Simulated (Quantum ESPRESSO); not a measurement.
The system is KBr.

```
Br K
1.0
     0.00000    3.30000    3.30000
     3.30000    0.00000    3.30000
     3.30000    3.30000    0.00000
Br K
1 1
Direct
  0.50000 0.50000 0.50000
  0.00000 0.00000 0.00000
```

| Property | Result |
| --- | --- |
| Program | Quantum ESPRESSO 7.5 |
| Task | phonons |
| Functional | LDA |
| Potentials or basis | PseudoDojo 0.4.1 SR LDA standard |
| Cutoff | 980 eV |
| Density cutoff | 3918 eV |
| k mesh | 2 × 2 × 2, shifted |
| Occupations | fermi-dirac, width 0.05 eV |
| Spin | no spin polarisation |
| Form of the LDA correlation | PW92 |
| Mixing beta | 0.5 |
| Most SCF iterations | 120 |
| SCF threshold | 4e-10 Ry |

The cell and the atoms were relaxed first, to 32.10 Å³/atom (a = 4.494 Å, b = 4.494 Å, c = 4.494 Å, α = 60.00°, β = 60.00°, γ = 60.00°), and the response was taken there.

The first run showed a gap, so the response started from a second, tighter run with fixed occupations.

Question: What is the highest optical frequency at the zone centre, leaving out the macroscopic field of polar modes?

Answer: 135 cm⁻¹, a mode of symmetry T1u (IR).

Optical modes at Γ, degenerate ones joined, polar ones without the macroscopic field:
```csv
cm⁻¹,components,symmetry,active in,"IR intensity, summed ((D/Å)²/amu)"
135,3,T1u,IR,3.10
```

Caveat: the k mesh is coarse (spacing up to 0.82 Å⁻¹), so the values aren't converged.
